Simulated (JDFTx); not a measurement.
Crystal: W.

```
W
1.0
    -1.58234    1.58234    1.58234
     1.58234   -1.58234    1.58234
     1.58234    1.58234   -1.58234
W
1
Direct
  0.00000 0.00000 0.00000
```

- Program: JDFTx 1.7.0 (patched build)
- Task: single point
- Functional: PBE
- Potentials or basis: PseudoDojo-SR-PBE-0.5-standard
- Cutoff: 1007 eV
- Density cutoff: 4027 eV
- k mesh: 12 × 12 × 12
- Occupations: fermi-dirac, width 0.05 eV
- Spin: no spin polarisation

On this cell: pressure 5.9 GPa; band gap on the k mesh none (metal or under the smearing width).

The same run follows on a disturbed copy (cell strained at random at fixed volume):

```xyz
1
Lattice="-1.5448 1.6151 1.6310 1.5711 -1.5452 1.5875 1.5457 1.5461 -1.5612" Properties=species:S:1:pos:R:3 pbc="T T T"
W     0.0307    0.0413   -0.0058
```

Task: What does the disturbed cell give?

Result: The energy (extrapolated to zero smearing) moves by +23.2 meV/atom; pressure 6.1 GPa; band gap on the k mesh none (metal or under the smearing width).

Stress tensor (GPa, compression positive):
```
11.80  0.62 -2.18
 0.62  6.04 -6.30
-2.18 -6.30  0.59
```
